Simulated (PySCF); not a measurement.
# C2H2Cl2: the cost of one run

Computed with PySCF 2.14.0, with density-fitted response routines of our own, on a single molecule in the gas phase. Atoms are numbered from 0 throughout.

### Step 1. Starting geometry

6 atoms, charge 0, multiplicity 1; geometry from: GFN2-xTB. The atoms were then displaced at random by about 0.01 Å, so the start is not that level's minimum.

Bonds of the start (Å): Cl0–C1 1.71, C1–C2 1.34, C2–Cl3 1.69, C1–H4 1.08, C2–H5 1.06.

### Step 2. Optimising the geometry at PBE0-D3(BJ)/def2-SVP

Job settings and geometry (Å):

```
{"job": {"xc": "PBE0", "basis": "def2-SVP", "d3": "d3bj", "grid": 1, "shake": 0.01, "kind": "geom"}, "charge": 0, "multiplicity": 1}
Cl     1.683340     1.162630     0.006930
C      0.649750    -0.200750    -0.008770
C     -0.688610    -0.143580    -0.012070
Cl    -1.524590     1.324480     0.006870
H      1.180440    -1.143060    -0.025840
H     -1.276170    -1.029740    -0.011790
```

On the command line:

```console
OMP_NUM_THREADS=1 python probes_run.py task.json out
```

This one command runs all jobs of the session in turn.

**Question.** How long does this first job take on 1 thread of Arm Neoverse V2, shared host, and how much memory does it need?

About 9.8 s, with a peak of 0.32 GiB.
